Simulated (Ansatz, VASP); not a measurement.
## Al: VASP beside Ansatz

The input POSCAR:

```
Al
1.0
    0.0000000000      2.0194648466      2.0194648466
    2.0194648466      0.0000000000      2.0194648466
    2.0194648466      2.0194648466      0.0000000000
Al
1
Direct
    0.0000000000      0.0000000000      0.0000000000
```

File INCAR.step1:

```
SYSTEM = Al
ALGO = Normal
EDIFF = 1E-4
ENCUT = 520
GGA = PE
ISMEAR = 0
LASPH = .True.
LCHARG = .False.
LREAL = .False.
LWAVE = .True.
NBANDS = 8
NELM = 100
PREC = Accurate
SIGMA = 0.1
```

Contents of INCAR.step2:

```
SYSTEM = Al
ALGO = Normal
EDIFF = 1E-6
ENCUT = 520
ISIF = 2
ISMEAR = 0
ISTART = 1
LASPH = .True.
LCHARG = .False.
LMIXTAU = .True.
LREAL = .False.
LWAVE = .False.
METAGGA = R2SCAN
NBANDS = 8
NELM = 100
PREC = Accurate
SIGMA = 0.1
```

File KPOINTS:

```
k-points
0
Gamma
  8 8 8
  0 0 0
```

Input for Ansatz:

```yaml
crystal:
  lattice:
    - [0.0, 2.0194648466, 2.0194648466]
    - [2.0194648466, 0.0, 2.0194648466]
    - [2.0194648466, 2.0194648466, 0.0]
  atoms:
    - { symbol: Al, position: [0.0, 0.0, 0.0] }
basis:
  ecutwfc: 500
kpoints:
  mp_grid: { grid: [8, 8, 8] }
hamiltonian:
  xc: r2scan
scf:
  occupations: { method: gaussian, width: 0.1 }
output:
  forces: true
  stress: true
  eigenvalues: true
```

Alike in both runs: task single point; functional r2SCAN; k mesh 8 × 8 × 8; occupations gaussian, width 0.1 eV; no spin polarisation.

```csv
,VASP,Ansatz
version,VASP 6.6.1,Ansatz 0.2.0
potentials or method,"VASP PAW PBE potentials, release 64 (Al)","scalar-relativistic, plane waves, PAW"
plane-wave cutoff (eV),520,500
valence electrons in the cell,3,3
```

|  | VASP | Ansatz | Ansatz less VASP |
| --- | --- | --- | --- |
| gap on the k mesh at the Fermi level (eV) | none | none | - |
| pressure (GPa) | -2.9 | -2.6 | +0.28 |

A gap of «none» marks a metal or a gap that the smearing closes.

Caveats: the PAW data sets were made with another functional, which shifts forces and pressure a little (VASP).
